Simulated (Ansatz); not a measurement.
**Mg (Mg (110), 4 layers): how the settings move a single-point run**

How sensitive is a single-point run of Mg (Mg (110), 4 layers) to its settings? A reference run comes first, then one run with altered input.

Computed with Ansatz 0.2.0 (reference: DFT, PBE, PAW with Ansatz's default frozen-core files, scalar-relativistic, unless a step's input says otherwise).

1 further run of the same task is left out (it didn't finish). Runs told in other sessions of the task aren't counted.

## 1. The starting structure

Symmetry: Cmme, No. 67, orthorhombic system. The conventional cell has a = 3.580 Å, b = 5.062 Å, c = 20.674 Å, α = 90.00°, β = 90.00°, γ = 90.00°. Mg (site symmetry mm2) is surrounded by 6 Mg at 3.10 to 3.13 Å. Mg (site symmetry mm2) has 8 Mg at 3.10 to 3.13 Å in its first shell of neighbours.

As a file:

```cif
data_structure
_symmetry_space_group_name_H-M 'Cmme'
_symmetry_Int_Tables_number 67
_cell_length_a 3.5797
_cell_length_b 5.0625
_cell_length_c 20.6742
_cell_angle_alpha 90.000
_cell_angle_beta 90.000
_cell_angle_gamma 90.000
_cell_volume 374.66
loop_
_atom_site_label
_atom_site_type_symbol
_atom_site_symmetry_multiplicity
_atom_site_Wyckoff_symbol
_atom_site_fract_x
_atom_site_fract_y
_atom_site_fract_z
_atom_site_occupancy
Mg1 Mg 4 g 0.50000 0.75000 0.31440 1
Mg2 Mg 4 g 0.00000 0.75000 0.43837 1
```

## 2. Baseline

input.yaml

```yaml
crystal:
  lattice:
    - [3.100129651, 0.0, 0.0]
    - [-1.0333765503, 2.922830265, 0.0]
    - [0.0, 0.0, 20.6742]
  atoms:
    - { symbol: Mg, position: [0.25, 0.25, 0.3144004831] }
    - { symbol: Mg, position: [0.75, 0.75, 0.4383706661] }
    - { symbol: Mg, position: [0.25, 0.25, 0.5616293307] }
    - { symbol: Mg, position: [0.75, 0.75, 0.6855995169] }
kpoints:
  mp_grid: { grid: [14, 14, 1] }
scf:
  occupations: { method: fermi_dirac, width: 0.1 }
hamiltonian:
  xc: pbe
  pseudopotentials: { kind: paw }
output:
  forces: true
  stress: true
  eigenvalues: true
efield:
  axis: 3
  amplitude: 0
  dipole_correction: true
```

Command:

```bash
ansatz run input.yaml --threads 1 --pin off --max-ram 3584MiB --backend cpu --events-out ev --progress --plain --runs-dir out
```

## 3. Variant: scf.algorithm direct_min

input.yaml: that of step 2 with these lines changed.

```diff
@@ -14,2 +14,3 @@
   occupations: { method: fermi_dirac, width: 0.1 }
+  algorithm: direct_min
 hamiltonian:
```

**Question.** What will these runs give? Wanted: for each run, ending; energy change; gap; force.

The runs gave:

| run | ending | energy change | gap (eV) | force (eV/Å) | cycles | time |
| --- | --- | --- | --- | --- | --- | --- |
| reference | converged | 0 | 0.00 | 0.00 | 6 | 16 s |
| 1: scf.algorithm direct_min | converged | 0.0 meV/atom | 0.00 | 0.00 | 4 | 59 s |

Residual by cycle in the longest SCF loop of each run; runs are numbered as in the table. The quantity is the density residual dr2, in eV.

| cycle | reference | run 1 |
| --- | --- | --- |
| 1 | 0.00784 | 0.00603 |
| 2 | 0.00125 | 2.8e-4 |
| 3 | 1.1e-5 | 3.0e-6 |
| 4 | 9.1e-7 | 3.0e-8 |
| 5 | 1.6e-8 | - |
| 6 | 4.0e-10 | - |

Same state: the changed solver leaves the energy within 0.5 meV/atom. Cost: 4 SCF cycles against 6, 59 s against 16 s.
